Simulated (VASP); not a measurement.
The system is Ag.

```
Ag
1.0
    -1.65565    1.65565    1.65565
     1.65565   -1.65565    1.65565
     1.65565    1.65565   -1.65565
Ag
1
Direct
  0.00000 0.00000 0.00000
```

This isn't the form of Ag at room conditions, which is fcc.

| Property | Result |
| --- | --- |
| Program | VASP 6.6.1 |
| Task | relaxation of cell and atoms |
| Functional | PBEsol |
| Potentials or basis | VASP PAW PBE potentials, release 64 (Ag) |
| Cutoff | 600 eV |
| k mesh | 11 × 11 × 11 |
| Occupations | fermi-dirac, width 0.05 eV |
| Spin | no spin polarisation |

At the start: pressure -7.4 GPa; volume 18.15 Å³/atom.

Q: Where does the relaxation end?

A: Over 3 steps the energy falls by 35.2 meV/atom and the volume is 16.77 Å³/atom (-7.6 %); space group Im-3m (No. 229, to 0.05 Å).

The path:
```csv
step,energy change (eV),largest force (eV/Å),pressure (GPa),volume (Å³)
1,0.0000,0.0000,-7.43,18.15
2,-0.0226,0.0000,5.83,16.03
3,-0.0352,0.0000,-0.02,16.77
```

Final structure:
```
Ag
1.0
    -1.61231    1.61231    1.61231
     1.61231   -1.61231    1.61231
     1.61231    1.61231   -1.61231
Ag
1
Direct
  0.00000 0.00000 0.00000
```

Caveat: the PAW data sets were made with another functional, which shifts forces and pressure a little.
